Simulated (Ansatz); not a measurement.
The system is AlN.

```
CELL_PARAMETERS angstrom
0.00000 2.18399 2.18399
2.18399 0.00000 2.18399
2.18399 2.18399 0.00000
ATOMIC_POSITIONS crystal
Al 0.00000 0.00000 0.00000
N 0.25000 0.25000 0.25000
```

Measurements of this composition are mostly on another form, of space group No. 186.

Program: Ansatz 0.2.0. Alike in all runs: no spin polarisation; cell as given; smearing fermi-dirac 0.05 eV. Hardware: 2 threads of Intel(R) Xeon(R) Processor @ 2.50GHz (Skylake/Cascade Lake), on a shared host.

Question: Order these runs on this cell by their wall time, lowest first.
A. task band structure; level PBEsol; potentials or basis PseudoDojo stringent (PBEsol files); k mesh 10 × 10 × 10; cutoff (eV) 1143; points for each segment of the path 14; mesh quality not flagged
B. task single point; level PBE; potentials or basis Ansatz PAW; k mesh 5 × 5 × 5; cutoff (eV) 420; mesh quality coarse
C. task band structure; level HF; potentials or basis Ansatz PAW; k mesh 5 × 5 × 5; cutoff (eV) 420; points for each segment of the path 4; mesh quality coarse
D. task band structure; level r2SCAN; potentials or basis Ansatz PAW; k mesh 10 × 10 × 10; cutoff (eV) 500; points for each segment of the path 14; mesh quality not flagged
E. task band structure; level PBE0; potentials or basis Ansatz PAW; k mesh 5 × 5 × 5; cutoff (eV) 420; points for each segment of the path 4; mesh quality coarse

Answer: B (2 s), D (5.7 s), A (13 s), E (110 s), C (240 s).

Caveats: some runs use coarse meshes.

Not every run made on this cell is shown here.
